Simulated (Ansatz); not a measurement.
SnO2: what symmetry allows forces and stress to be

```xyz
3
Lattice="1.6171 0.9336 4.8006 -1.6171 0.9336 4.8006 0.0000 -1.8673 4.8006" Properties=species:S:1:pos:R:3 pbc="T T T"
Sn    0.0000    0.0000    7.2459
O     0.0000    0.0000    3.4157
O     0.0000    0.0000   10.9861
```

These are results of DFT PBE, scalar-relativistic, plane waves, PAW (Ansatz 0.2.0), not measurements.

Cutoff 420 eV; k points 12×12×12 on the computed 3-atom cell (Γ-centred); Gaussian smearing, width 0.02 eV; no spin polarisation.

This distorted cell has space group R3m, with 6 operations.

Without a calculation: in which directions can each atom feel a force?

A force must be left unchanged by every operation that keeps its atom in place, so it lies in the space that those operations leave fixed. Atoms that the group maps onto each other feel forces of one size.
| atom | site symmetry | operations at the site | equivalent to atom | allowed force (Cartesian) |
| --- | --- | --- | --- | --- |
| Sn1 | 3m | 6 | 1 | along (0.00, 0.00, 1.00) |
| O2 | 3m | 6 | 2 | along (0.00, 0.00, 1.00) |
| O3 | 3m | 6 | 3 | along (0.00, 0.00, 1.00) |

That leaves 3 independent force components of 9, tied by 1 condition that the forces sum to zero, so 2 remain. A relaxation in this cell that keeps the symmetry moves the atoms in these directions alone.

And the stress tensor?

It must be invariant under the point group, which leaves 2 independent components: yz, xz, xy vanish; xx = yy.

Do the computed values obey this?

Yes. Forces (eV/Å):
```
Sn1  0.000  0.000 -0.857
O2   0.000  0.000  0.300
O3   0.000  0.000  0.557
```

Stress (GPa, compression positive, xx yy zz yz xz xy): -0.24 -0.24 -0.93 0.00 0.00 0.00. The program imposes the same operations on density, forces and stress, so this confirms the analysis and is no independent test of the calculation.

The cell holds layers, and where no dispersion correction was added their binding is poorly described.

This form isn't the usual stable structure of the compound.